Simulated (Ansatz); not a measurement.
Br:

```
Br
1.0
    -1.42349    1.42349    3.57752
     1.42349   -1.42349    3.57752
     1.42349    1.42349   -3.57752
Br
1
Direct
  0.00000 0.00000 0.00000
```

- Program: Ansatz 0.2.0
- Task: single point
- Functional: PBE
- Potentials or basis: Ansatz PAW
- Cutoff: 420 eV (not typed: the program's choice for these potentials)
- k mesh: 13 × 13 × 13
- Occupations: fermi-dirac, width 0.05 eV
- Spin: no spin polarisation

On this cell: pressure 1.4 GPa; band gap on the k mesh none (metal or under the smearing width).

The same run follows on a disturbed copy (cell strained at random at fixed volume):

```xyz
1
Lattice="-1.3709 1.4282 3.5071 1.5439 -1.4350 3.5787 1.3438 1.4079 -3.5098" Properties=species:S:1:pos:R:3 pbc="T T T"
Br    0.0162    0.0371   -0.0072
```

Question: What does the disturbed cell give?

Answer: The energy (extrapolated to zero smearing) moves by +4.5 meV/atom; pressure 1.0 GPa; band gap on the k mesh none (metal or under the smearing width).

Stress tensor (GPa, compression positive):
```
-0.13  0.10 -0.24
 0.10  1.10  0.00
-0.24  0.00  1.90
```

Caveats: an odd number of electrons without spin polarisation forces a metal; a magnetic or distorted state may lie lower.
